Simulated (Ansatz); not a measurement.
**Notes on a calculation: BaTe in the antiNiAs structure**

Computed with Ansatz (plane waves, PAW, 420 eV cutoff): PBE, scalar-relativistic, no spin polarisation, 8×8×6 k-mesh, Gaussian smearing of 0.05 eV; PAW files: Ansatz's generated set soft_2.

This is a trial structure: the heavier alkaline earths' oxides and chalcogenides take the rock-salt structure.

Starting cell:

```yaml
crystal:
  lattice:
    - [5.21987, 0.00000, 0.00000]
    - [-2.60993, 4.52054, 0.00000]
    - [0.00000, 0.00000, 7.27522]
  atoms:
    - { symbol: Ba, position: [0.33333, 0.66667, 0.25000] }
    - { symbol: Ba, position: [0.66667, 0.33333, 0.75000] }
    - { symbol: Te, position: [0.00000, 0.00000, 0.00000] }
    - { symbol: Te, position: [0.00000, 0.00000, 0.50000] }
```

The runs in order:

| run | level | k-mesh | kind | V (Å³/atom) | P (GPa) | E − E(final) (meV/atom) | gap on the mesh (eV) |
| --- | --- | --- | --- | --- | --- | --- | --- |
| 1 | PBE | 8×8×6 | cell and atoms relaxed | 43.78 | 0.0 | 0.0 | 1.36 |

The cell is relaxed to zero pressure at this level.

The final structure (symmetry read at 0.01 Å). The structure is hexagonal, space group P6_3/mmc (No. 194). The conventional cell has a = 4.849 Å, b = 4.849 Å, c = 8.600 Å, α = 90.00°, β = 90.00°, γ = 120.00°. Ba (site symmetry -6m2) has 6 Te at 3.53 Å as nearest neighbours. Te (site symmetry -3m) has 6 Ba at 3.53 Å as nearest neighbours. (Shells end 15 % past the nearest neighbour.)

- At the final geometry the gap, band path included, is 1.36 eV.
- The equation of state gives B0 = 27 GPa and B0′ = 4.2.
- The elastic tensor is positive definite (smallest eigenvalue 11.0 GPa).
- Against the elements' standard states, run alike and uncorrected, the formation energy is -1.75 eV/atom.
- The runs in the table took roughly 2.2 core-minutes.

**What lies behind the numbers.**

Bader charges against formal ones: Ba +1.35 (+2), Te −1.35 (−2). The cations give up 67 % of the formal charge; Bader charges stay under formal ones because the anions' density reaches into the cations' basins.

Semilocal functionals underestimate band gaps, commonly by a third or more. These numbers lack spin–orbit coupling.
